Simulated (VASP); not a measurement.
Set up this calculation in VASP 6.6.1, as the native input.

```yaml
Task: band structure
Functional: r2SCAN
Potentials_or_basis: VASP PAW PBE potentials, release 64 (Pb_d, Se)
Cutoff: 520 eV
k_mesh: 10 × 10 × 10
Occupations: gaussian, width 0.03 eV
Spin: no spin polarisation
Further_INCAR_settings: ALGO = Normal; EDIFF = 1e-06; NBANDS = 17
```

The structure of PbSe lies in POSCAR:

```
PbSe                                    
1.0
    0.0000000000      3.0522591322      3.0522591322
    3.0522591322      0.0000000000      3.0522591322
    3.0522591322      3.0522591322      0.0000000000
  Pb              Se            
     1     1
Direct
     0.0000000000000000    0.0000000000000000    0.0000000000000000
     0.5000000000000000    0.5000000000000000    0.5000000000000000
```

One way to write it, as run:

INCAR

```
PREC = Accurate ; ENCUT = 520
EDIFF = 1E-6 ; ISMEAR = 0
SIGMA = 0.03 ; LREAL = F
LASPH = T ; NELM = 80
ALGO = Normal ; ISIF = 2
LWAVE = F ; LCHARG = F
METAGGA = R2SCAN ; LMIXTAU = T
NBANDS = 17
```

KPOINTS

```
Automatic mesh
0
Gamma
  10 10 10
```

KPOINTS_OPT

```
explicit points
159
Reciprocal
 0.0000000000  0.0000000000  0.0000000000 1
 0.0357142857  0.0000000000  0.0357142857 1
 0.0714285714  0.0000000000  0.0714285714 1
 0.1071428571  0.0000000000  0.1071428571 1
 0.1428571429  0.0000000000  0.1428571429 1
 0.1785714286  0.0000000000  0.1785714286 1
[... 151 lines left out ...]
 0.4250000000  0.0000000000  0.4250000000 1
 0.4500000000  0.0000000000  0.4500000000 1
```

Potentials or basis: VASP PAW PBE potentials, release 64 (Pb_d, Se).

The run is started by

```console
$ cat potpaw_PBE.64/Pb_d/POTCAR potpaw_PBE.64/Se/POTCAR > POTCAR
$ mpirun -np 1 vasp_std > vasp.out
```

It gave:

- Pressure: 2.0 GPa
- Band gap on the k mesh: 0.55 eV, direct
- Band gap along the path: 0.55 eV, direct

Caveat: the PAW data sets were made with another functional, which shifts forces and pressure a little; spin-orbit coupling is left out, which as a rule narrows the gap of such compounds by several tenths of an eV.

Wall time 2.2 min on 1 thread of Intel(R) Xeon(R) 6975P-C (Granite Rapids), on a shared host, peak memory 0.22 GiB.
